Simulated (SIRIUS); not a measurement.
# Sn (Im-3m) in SIRIUS: equation of state

Aim: energy against volume of Sn in PBEsol, for its equilibrium volume and stiffness.

Everything below comes from runs of SIRIUS 7.10.0. Logs are shortened: lines on timing, memory, paths and dates and some standing lists are left out, and cuts for length are marked. The log counts tension as positive stress, the text compression.

### 1 The crystal as given

The structure is cubic, space group Im-3m (No. 229). The conventional cell has a = 3.789 Å, b = 3.789 Å, c = 3.789 Å, α = 90.00°, β = 90.00°, γ = 90.00°. Sn (site symmetry m-3m) has 8 Sn at 3.28 Å as nearest neighbours.

This isn't the form of Sn at room conditions, which is tetragonal (white tin).

### 2 Single point, PBEsol, 25.57 Å³/atom (volume scaled by 0.94)

sirius.json reads:

```json
{
  "control": {
    "processing_unit": "cpu",
    "verbosity": 2,
    "num_bands_to_print": 14,
    "print_forces": true,
    "print_stress": true
  },
  "parameters": {
    "electronic_structure_method": "pseudopotential",
    "xc_functionals": ["XC_GGA_X_PBE_SOL", "XC_GGA_C_PBE_SOL"],
    "gk_cutoff": 8.5,
    "pw_cutoff": 17.0,
    "ngridk": [10, 10, 10],
    "shiftk": [0, 0, 0],
    "smearing": "fermi_dirac",
    "smearing_width": 0.0018374661,
    "num_bands": 14,
    "num_mag_dims": 0,
    "num_dft_iter": 100,
    "energy_tol": 1e-08,
    "density_tol": 1e-06
  },
  "iterative_solver": {
    "type": "davidson",
    "min_tolerance": 1e-09,
    "tolerance_scale": [0.1, 0.25]
  },
  "mixer": {
    "type": "anderson",
    "beta": 0.7,
    "max_history": 8
  },
  "settings": {
    "tol_ne": 1e-10,
    "pseudo_grid_cutoff": 6.5
  },
  "unit_cell": {
    "lattice_vectors": [
      [-3.507283693742, 3.507283693742, 3.507283693742],
      [3.507283693742, -3.507283693742, 3.507283693742],
      [3.507283693742, 3.507283693742, -3.507283693742]
    ],
    "atom_coordinate_units": "lattice",
    "atom_types": ["Sn"],
    "atom_files": {
      "Sn": "Sn.json"
    },
    "atoms": {
      "Sn": [
        [0.0, 0.0, 0.0]
      ]
    }
  }
}
```

Potentials or basis: PseudoDojo 0.4.1 PBEsol standard (scalar relativistic).

Command:

```sh
$ upf_to_json Sn.upf
$ OMP_NUM_THREADS=1 sirius.scf --input=sirius.json --output=out.json --task=0
```

The program printed:

```text
[info] SIRIUS version : 7.10.0
[info] number of MPI ranks           : 1
[info] MPI grid                      : 1 1
[info] maximum number of OMP threads : 1
[fft] FFT context for density and potential
[fft] =====================================
[fft]   comm size                             : 1
[fft]   plane wave cutoff                     : 17
[fft]   grid size                             : 36 36 36   total : 46656
[fft]   grid limits                           : -17 18   -17 18   -17 18
[fft]   number of G-vectors within the cutoff : 7182
[fft]   local number of G-vectors             : 7182
[fft]   number of G-shells                    : 395
[fft] FFT context for coarse grid
[fft] =====================================
[fft]   comm size                             : 1
[fft]   plane wave cutoff                     : 17
[fft]   grid size                             : 36 36 36   total : 46656
[fft]   grid limits                           : -17 18   -17 18   -17 18
[fft]   number of G-vectors within the cutoff : 7182
[fft]   local number of G-vectors             : 7182
[fft]   number of G-shells                    : 395
[unit cell] lattice vectors
[unit cell]   a1 :      -3.5072836937      3.5072836937      3.5072836937
[unit cell]   a2 :       3.5072836937     -3.5072836937      3.5072836937
[unit cell]   a3 :       3.5072836937      3.5072836937     -3.5072836937
[unit cell] reciprocal lattice vectors
[unit cell]   b1 :       0.0000000000      0.8957338293      0.8957338293
[unit cell]   b2 :       0.8957338293      0.0000000000      0.8957338293
[unit cell]   b3 :       0.8957338293      0.8957338293      0.0000000000
[unit cell] unit cell volume :       172.57293272 [a.u.^3]
[unit cell] 1/sqrt(omega)    :         0.07612261
[unit cell] MT volume        :         0.00000000 ( 0.00%)
[unit cell] IT volume        :       172.57293272 (100.00%)
[unit cell] number of atom types : 1
[unit cell] type id : 0 symbol : Sn mt_radius :  16.270000 num_atoms : 1
[unit cell] total number of atoms : 1
[unit cell] number of symmetry classes : 1
[unit cell] number of PAW atoms : 0
[unit cell] atom id  type id  class id             position                      vector_field
[unit cell] ------------------------------------------------------------------------------------------
[unit cell]      0        0        0      0.00000   0.00000   0.00000      0.00000   0.00000   0.00000
[unit cell] atom id         position (Cartesian, a.u.)
[unit cell] ---------------------------------------------
[unit cell]      0       0.000000    0.000000    0.000000
[unit cell] class id : 0 atom id : 0
[unit cell] minimum bond length:     6.074794
[unit cell] total number of pseudo wave-functions: 9
[sym] space group number   : 229
[sym] international symbol : Im-3m
[sym] Hall symbol          : -I 4 2 3
[... 266 lines left out ...]
[find] <rho|V^{XC}>                   :     -12.55074578
[find] <rho|E^{XC}>                   :     -21.82349510
[find] <mag|B^{XC}>                   :       0.00000000
[find] <rho|V^{H}>                    :      32.17902471
[find] one-electron contribution      :     -22.05149196 (Ha),     -44.10298392 (Ry)
[find] hartree contribution           :      16.08951235
[find] xc contribution                :     -21.82349510
[find] ewald contribution             :     -50.84346024
[find] PAW contribution               :       0.00000000
[find] smearing (-TS)                 :      -0.00022930
[find] SCF correction                 :       0.00000567
[find] Total energy                   :     -78.62892927 (Ha),    -157.25785855 (Ry)
[find] Free energy (E-TS)             :     -78.62915858 (Ha),    -157.25831715 (Ry)
[find] band gap (eV)                  :       0.00000000
[find] Efermi                         :       0.43847954
[find] iteration : 9, RMS : 9.845184071965e-08, energy difference : -2.104343366227e-10
[find] Hartree energy of density residual : 1.045424292595e-12
[find] bands are converged : true
[find] iterative solver converged : true
[find] converged after 10 SCF iterations!
[find] Charges and magnetic moments
[find] --------------------------------------------------------------------------------
[find] total charge          : 14.000000
[find] Energy
[find] --------------------------------------------------------------------------------
[find] valence_eval_sum               :      -2.42321303
[find] <rho|V^{XC}>                   :     -12.55074578
[find] <rho|E^{XC}>                   :     -21.82349510
[find] <mag|B^{XC}>                   :       0.00000000
[find] <rho|V^{H}>                    :      32.17902471
[find] one-electron contribution      :     -22.05149196 (Ha),     -44.10298392 (Ry)
[find] hartree contribution           :      16.08951235
[find] xc contribution                :     -21.82349510
[find] ewald contribution             :     -50.84346024
[find] PAW contribution               :       0.00000000
[find] smearing (-TS)                 :      -0.00022930
[find] SCF correction                 :       0.00000567
[find] Total energy                   :     -78.62892927 (Ha),    -157.25785855 (Ry)
[find] Free energy (E-TS)             :     -78.62915858 (Ha),    -157.25831715 (Ry)
[find] band gap (eV)                  :       0.00000000
[find] Efermi                         :       0.43847954
[ground_state] === stress tensor components [kbar] ===
[ground_state] === stress_kin ===
[ground_state] -53313.894524   -0.000000   -0.000000
[ground_state]    -0.000000-53313.894524    0.000000
[ground_state]    -0.000000    0.000000-53313.894524
[ground_state] === stress_har ===
[ground_state] -9143.375440   -0.000000   -0.000000
[ground_state]    -0.000000-9143.375440    0.000000
[ground_state]    -0.000000    0.000000-9143.375440
[ground_state] === stress_ewald ===
[ground_state] 28893.408044    0.000000    0.000000
[ground_state]     0.00000028893.408044   -0.000000
[ground_state]     0.000000   -0.00000028893.408044
[ground_state] === stress_vloc ===
[ground_state] -4302.222981   -0.000000   -0.000000
[ground_state]    -0.000000-4302.222981    0.000000
[ground_state]    -0.000000    0.000000-4302.222981
[ground_state] === stress_xc ===
[ground_state] -15632.033333   -0.000000   -0.000000
[ground_state]    -0.000000-15632.033333    0.000000
[ground_state]    -0.000000    0.000000-15632.033333
[ground_state] === stress_core ===
[ground_state] 23158.893604    0.000000    0.000000
[ground_state]     0.00000023158.893604   -0.000000
[ground_state]     0.000000   -0.00000023158.893604
[ground_state] === stress_nonloc ===
[ground_state] 30329.194242    0.000000    0.000000
[ground_state]     0.00000030329.194242   -0.000000
[ground_state]     0.000000   -0.00000030329.194242
[ground_state] === stress_us_nl ===
[ground_state] 30329.194242    0.000000    0.000000
[ground_state]     0.00000030329.194242   -0.000000
[ground_state]     0.000000   -0.00000030329.194242
[ground_state] === stress_total ===
[ground_state]   -10.030388    0.000000   -0.000000
[ground_state]     0.000000  -10.030388   -0.000000
[ground_state]    -0.000000   -0.000000  -10.030388
[ground_state] ==== total Forces in Ha/bohr =====
[ground_state] atom:    0, force:       0.0000000      0.0000000      0.0000000
[ground_state] ==== ultrasoft contribution from Qij =====
[ground_state] atom:    0, force:       0.0000000      0.0000000      0.0000000
[ground_state] ==== non-local contribution from Beta-projector =====
[ground_state] atom:    0, force:       0.0000000      0.0000000      0.0000000
[ground_state] ==== contribution from local potential =====
[ground_state] atom:    0, force:       0.0000000      0.0000000      0.0000000
[ground_state] ==== contribution from core density =====
[ground_state] atom:    0, force:       0.0000000      0.0000000      0.0000000
[ground_state] ==== Ewald forces from ions =====
[ground_state] atom:    0, force:       0.0000000      0.0000000      0.0000000
[~DFT_ground_state] local op. applied: 15787
[~DFT_ground_state] evp. work count: 4618.73
[~DFT_ground_state] number of iterative solver steps: 1576
```

Wall time 22 s (1 thread of Arm Neoverse V1, shared host); peak memory 0.27 GiB.

What came out:

```yaml
Free_energy: -2139.6084 eV
Pressure: 1.0 GPa
Band_gap_on_the_k_mesh: none (metal or under the smearing width)
```

### 3 Single point, PBEsol, 26.12 Å³/atom (volume scaled by 0.96)

sirius.json: that of step 2 with these lines changed.

```diff
@@ -39,5 +39,5 @@
     "lattice_vectors": [
-      [-3.507283693742, 3.507283693742, 3.507283693742],
-      [3.507283693742, -3.507283693742, 3.507283693742],
-      [3.507283693742, 3.507283693742, -3.507283693742]
+      [-3.531983688622, 3.531983688622, 3.531983688622],
+      [3.531983688622, -3.531983688622, 3.531983688622],
+      [3.531983688622, 3.531983688622, -3.531983688622]
     ],
```

Potentials or basis: PseudoDojo 0.4.1 PBEsol standard (scalar relativistic).

Command:

```sh
$ upf_to_json Sn.upf
$ OMP_NUM_THREADS=1 sirius.scf --input=sirius.json --output=out.json --task=0
```

The program printed:

```text
[info] SIRIUS version : 7.10.0
[info] number of MPI ranks           : 1
[info] MPI grid                      : 1 1
[info] maximum number of OMP threads : 1
[fft] FFT context for density and potential
[fft] =====================================
[fft]   comm size                             : 1
[fft]   plane wave cutoff                     : 17
[fft]   grid size                             : 36 36 36   total : 46656
[fft]   grid limits                           : -17 18   -17 18   -17 18
[fft]   number of G-vectors within the cutoff : 7314
[fft]   local number of G-vectors             : 7314
[fft]   number of G-shells                    : 401
[fft] FFT context for coarse grid
[fft] =====================================
[fft]   comm size                             : 1
[fft]   plane wave cutoff                     : 17
[fft]   grid size                             : 36 36 36   total : 46656
[fft]   grid limits                           : -17 18   -17 18   -17 18
[fft]   number of G-vectors within the cutoff : 7314
[fft]   local number of G-vectors             : 7314
[fft]   number of G-shells                    : 401
[unit cell] lattice vectors
[unit cell]   a1 :      -3.5319836886      3.5319836886      3.5319836886
[unit cell]   a2 :       3.5319836886     -3.5319836886      3.5319836886
[unit cell]   a3 :       3.5319836886      3.5319836886     -3.5319836886
[unit cell] reciprocal lattice vectors
[... 328 lines left out ...]
[find] Free energy (E-TS)             :     -78.62921112 (Ha),    -157.25842224 (Ry)
[find] band gap (eV)                  :       0.00000000
[find] Efermi                         :       0.42598598
[ground_state] === stress tensor components [kbar] ===
[ground_state] === stress_kin ===
[ground_state] -52192.770536    0.000000    0.000000
[ground_state]     0.000000-52192.770536    0.000000
[ground_state]     0.000000    0.000000-52192.770536
[ground_state] === stress_har ===
[ground_state] -9060.949384    0.000000    0.000000
[ground_state]     0.000000-9060.949384    0.000000
[ground_state]     0.000000    0.000000-9060.949384
[ground_state] === stress_ewald ===
[ground_state] 28093.613173   -0.000000   -0.000000
[ground_state]    -0.00000028093.613173   -0.000000
[ground_state]    -0.000000   -0.00000028093.613173
[ground_state] === stress_vloc ===
[ground_state] -3909.839781    0.000000    0.000000
[ground_state]     0.000000-3909.839781    0.000000
[ground_state]     0.000000    0.000000-3909.839781
[ground_state] === stress_xc ===
[ground_state] -15309.503327    0.000000    0.000000
[ground_state]     0.000000-15309.503327    0.000000
[ground_state]     0.000000    0.000000-15309.503327
[ground_state] === stress_core ===
[ground_state] 22676.419170   -0.000000   -0.000000
[ground_state]    -0.00000022676.419170   -0.000000
[ground_state]    -0.000000   -0.00000022676.419170
[ground_state] === stress_nonloc ===
[ground_state] 29704.682281   -0.000000   -0.000000
[ground_state]    -0.00000029704.682281   -0.000000
[ground_state]    -0.000000   -0.00000029704.682281
[ground_state] === stress_us_nl ===
[ground_state] 29704.682281   -0.000000   -0.000000
[ground_state]    -0.00000029704.682281   -0.000000
[ground_state]    -0.000000   -0.00000029704.682281
[ground_state] === stress_total ===
[ground_state]     1.651597   -0.000000    0.000000
[ground_state]    -0.000000    1.651597    0.000000
[ground_state]     0.000000    0.000000    1.651597
[ground_state] ==== total Forces in Ha/bohr =====
[ground_state] atom:    0, force:       0.0000000      0.0000000      0.0000000
[ground_state] ==== ultrasoft contribution from Qij =====
[ground_state] atom:    0, force:       0.0000000      0.0000000      0.0000000
[ground_state] ==== non-local contribution from Beta-projector =====
[ground_state] atom:    0, force:       0.0000000      0.0000000      0.0000000
[ground_state] ==== contribution from local potential =====
[ground_state] atom:    0, force:       0.0000000      0.0000000      0.0000000
[ground_state] ==== contribution from core density =====
[ground_state] atom:    0, force:       0.0000000      0.0000000      0.0000000
[ground_state] ==== Ewald forces from ions =====
[ground_state] atom:    0, force:       0.0000000      0.0000000      0.0000000
[~DFT_ground_state] local op. applied: 15819
[~DFT_ground_state] evp. work count: 4619.44
[~DFT_ground_state] number of iterative solver steps: 1595
```

Run time: 22 s. Hardware: 1 thread of Arm Neoverse V1, shared host; peak memory 0.27 GiB.

What came out:

| Property | Result |
| --- | --- |
| Free energy | -2139.6098 eV |
| Pressure | -0.2 GPa |
| Band gap on the k mesh | none (metal or under the smearing width) |

### 4 Single point, PBEsol, 26.66 Å³/atom (volume scaled by 0.98)

sirius.json: that of step 3 with these lines changed.

```diff
@@ -39,5 +39,5 @@
     "lattice_vectors": [
-      [-3.531983688622, 3.531983688622, 3.531983688622],
-      [3.531983688622, -3.531983688622, 3.531983688622],
-      [3.531983688622, 3.531983688622, -3.531983688622]
+      [-3.556342966449, 3.556342966449, 3.556342966449],
+      [3.556342966449, -3.556342966449, 3.556342966449],
+      [3.556342966449, 3.556342966449, -3.556342966449]
     ],
```

Command:

```sh
$ upf_to_json Sn.upf
$ OMP_NUM_THREADS=1 sirius.scf --input=sirius.json --output=out.json --task=0
```

Run time: 23 s. Hardware: 1 thread of Arm Neoverse V1, shared host; peak memory 0.28 GiB.

The run converged. Its results:

```yaml
Free_energy: -2139.6075 eV
Pressure: -1.2 GPa
Band_gap_on_the_k_mesh: none (metal or under the smearing width)
```

### 5 Single point, PBEsol, 27.75 Å³/atom (volume scaled by 1.02)

sirius.json: that of step 4 with these lines changed.

```diff
@@ -39,5 +39,5 @@
     "lattice_vectors": [
-      [-3.556342966449, 3.556342966449, 3.556342966449],
-      [3.556342966449, -3.556342966449, 3.556342966449],
-      [3.556342966449, 3.556342966449, -3.556342966449]
+      [-3.604084810541, 3.604084810541, 3.604084810541],
+      [3.604084810541, -3.604084810541, 3.604084810541],
+      [3.604084810541, 3.604084810541, -3.604084810541]
     ],
```

Command:

```sh
$ upf_to_json Sn.upf
$ OMP_NUM_THREADS=1 sirius.scf --input=sirius.json --output=out.json --task=0
```

Wall time 24 s (1 thread of Arm Neoverse V1, shared host); peak memory 0.28 GiB.

The run converged. Its results:

| Item | Value |
| --- | --- |
| Free energy | -2139.5936 eV |
| Pressure | -2.9 GPa |
| Band gap on the k mesh | none (metal or under the smearing width) |

### 6 Single point, PBEsol, 28.29 Å³/atom (volume scaled by 1.04)

sirius.json: that of step 5 with these lines changed.

```diff
@@ -39,5 +39,5 @@
     "lattice_vectors": [
-      [-3.604084810541, 3.604084810541, 3.604084810541],
-      [3.604084810541, -3.604084810541, 3.604084810541],
-      [3.604084810541, 3.604084810541, -3.604084810541]
+      [-3.627488614493, 3.627488614493, 3.627488614493],
+      [3.627488614493, -3.627488614493, 3.627488614493],
+      [3.627488614493, 3.627488614493, -3.627488614493]
     ],
```

Potentials or basis: PseudoDojo 0.4.1 PBEsol standard (scalar relativistic).

Command:

```sh
$ upf_to_json Sn.upf
$ OMP_NUM_THREADS=1 sirius.scf --input=sirius.json --output=out.json --task=0
```

Run time: 25 s. Hardware: 1 thread of Arm Neoverse V1, shared host; peak memory 0.28 GiB.

Results (log left out):

| Quantity | Value |
| --- | --- |
| Free energy | -2139.5826 eV |
| Pressure | -3.6 GPa |
| Band gap on the k mesh | none (metal or under the smearing width) |

### 7 Single point, PBEsol, 28.84 Å³/atom (volume scaled by 1.06)

sirius.json: that of step 6 with these lines changed.

```diff
@@ -39,5 +39,5 @@
     "lattice_vectors": [
-      [-3.627488614493, 3.627488614493, 3.627488614493],
-      [3.627488614493, -3.627488614493, 3.627488614493],
-      [3.627488614493, 3.627488614493, -3.627488614493]
+      [-3.650594260481, 3.650594260481, 3.650594260481],
+      [3.650594260481, -3.650594260481, 3.650594260481],
+      [3.650594260481, 3.650594260481, -3.650594260481]
     ],
```

Command:

```sh
$ upf_to_json Sn.upf
$ OMP_NUM_THREADS=1 sirius.scf --input=sirius.json --output=out.json --task=0
```

Run time: 29 s. Hardware: 1 thread of Arm Neoverse V1, shared host; peak memory 0.29 GiB.

Results (log left out):

| Property | Result |
| --- | --- |
| Free energy | -2139.5694 eV |
| Pressure | -4.2 GPa |
| Band gap on the k mesh | none (metal or under the smearing width) |

### 8 Equation of state, PBEsol

Potentials or basis: PseudoDojo 0.4.1 PBEsol standard (scalar relativistic).

This step only gathers the single runs of the series.

What came out:

| Property | Result |
| --- | --- |
| Equilibrium volume | 26.04 Å³/atom |
| Bulk modulus | 53 GPa |
| Pressure derivative of the bulk modulus | 4.8 |

Energy against volume, from the lowest point:
| volume (Å³/atom) | energy (meV/atom) |
| --- | --- |
| 25.573 | 1.43 |
| 26.117 | 0.00 |
| 26.661 | 2.28 |
| 27.205 | 7.83 |
| 27.749 | 16.23 |
| 28.293 | 27.20 |
| 28.837 | 40.45 |
